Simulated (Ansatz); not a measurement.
TiTe2, 3 atoms in the cell. The structure is trigonal, space group P-3m1 (No. 164). Conventional cell: a = 3.777 Å, b = 3.777 Å, c = 6.498 Å, α = 90.00°, β = 90.00°, γ = 120.00°. Te (site symmetry 3m) has 3 Ti at 2.77 Å as nearest neighbours. Around Ti (site symmetry -3m) lie 6 Te at 2.77 Å. 

```yaml
Program: Ansatz 0.2.0
Task: single point
Functional: PBE0
Potentials_or_basis: Ansatz PAW
Cutoff: "420 eV (not typed: the program's choice for these potentials)"
k_mesh: 5 × 5 × 3
Occupations: fermi-dirac, width 0.05 eV
Spin: no spin polarisation
Share_of_exact_exchange: 0.25
```

Potentials or basis: Ansatz PAW.

Command:

```bash
$ ansatz run input.yaml --threads 2 --pin off --max-ram 5632MiB --backend cpu --events-out ev --progress --plain --runs-dir out
```

Hardware: 2 threads of Arm Neoverse V2, on a shared host.

Problem. Estimate the wall time of this run.

Solution. Run time: 40 s on 2 threads of Arm Neoverse V2, on a shared host, peak memory 1.4 GiB. Counts: scf iterations 40, plane waves 1581, k points 12, bands 27.
